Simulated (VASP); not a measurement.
**TaS2: relaxation of cell and atoms with BLYP+D3**

Crystal: TaS2.

```xyz
3
Lattice="3.3500 0.0000 0.0000 -1.6750 2.9012 0.0000 0.0000 0.0000 5.8600" Properties=species:S:1:pos:R:3 pbc="T T T"
Ta    0.0000    0.0000    0.0000
S     1.6750    0.9671    4.3950
S     0.0000    1.9341    1.4650
```

```
Program                : VASP 6.6.1
Task                   : relaxation of cell and atoms
Functional             : BLYP
Dispersion             : D3
Potentials or basis    : VASP PAW PBE potentials, release 64 (Ta_pv, S)
Cutoff                 : 600 eV
k mesh                 : 9 × 9 × 5
Occupations            : fermi-dirac, width 0.05 eV
Spin                   : no spin polarisation
Further INCAR settings : ALGO = Normal; EDIFF = 1e-06; IBRION = 2; EDIFFG = -0.01; NSW = 60; ISIF = 3
```

```yaml
Relaxed_volume: 20.06 Å³/atom
Relaxed_cell: a = 3.436 Å, b = 3.436 Å, c = 5.885 Å, α = 90.00°, β = 90.00°, γ = 120.00°
Space_group_after_relaxing_to_0.05_Å: P-3m1 (No. 164)
Energy_gained_by_relaxing: 63.4 meV/atom
Ionic_steps: 15
Pressure_after_relaxing: 0.0 GPa
Band_gap_on_the_k_mesh: none (metal or under the smearing width)
Dispersion_energy_per_atom: -0.467 eV
```

Stress tensor (GPa, compression positive):
```
 0.07  0.00  0.00
 0.00  0.07  0.00
 0.00  0.00 -0.04
```

Step by step:
```tsv
step	energy change (eV)	largest force (eV/Å)	pressure (GPa)	volume (Å³)
1	0.0000	1.6171	12.07	56.95
2	0.3768	2.1639	-14.36	69.58
3	-0.1858	0.0674	-0.53	61.14
4	-0.1862	0.0040	-0.11	60.95
5	-0.1862	0.0238	0.11	60.87
6	-0.1879	0.0567	0.07	60.89
7	-0.1885	0.0992	0.01	60.91
8	-0.1886	0.0912	0.02	60.91
9	-0.1890	0.0173	-0.40	60.94
10	-0.1890	0.0089	-0.44	60.94
11	-0.1894	0.0076	-0.39	60.83
12	-0.1900	0.0032	-0.21	60.50
13	-0.1899	0.0060	0.25	59.83
14	-0.1902	0.0014	0.05	60.15
15	-0.1902	0.0005	0.03	60.19
```

Final structure:
```
Ta S
1.0
     3.43649    0.00000    0.00000
    -1.71824    2.97608    0.00000
     0.00000    0.00000    5.88491
Ta S
1 2
Direct
  0.00000 0.00000 0.00000
  0.66667 0.33333 0.74168
  0.33333 0.66667 0.25832
```

Levels at points of the mesh, in eV from the Fermi level:
```csv
k point,band 9,band 10,band 11,band 12,band 13,band 14
"(0.00, 0.00, 0.00)",-1.18,-0.86,-0.86,0.06,0.06,0.25
```

Run time: 4.8 min on 1 thread of Intel(R) Xeon(R) 6975P-C (Granite Rapids) (shared host), peak memory 0.24 GiB.

Caveat: the PAW data sets were made with another functional, which shifts forces and pressure a little. Zero-point motion and thermal expansion aren't in these numbers.
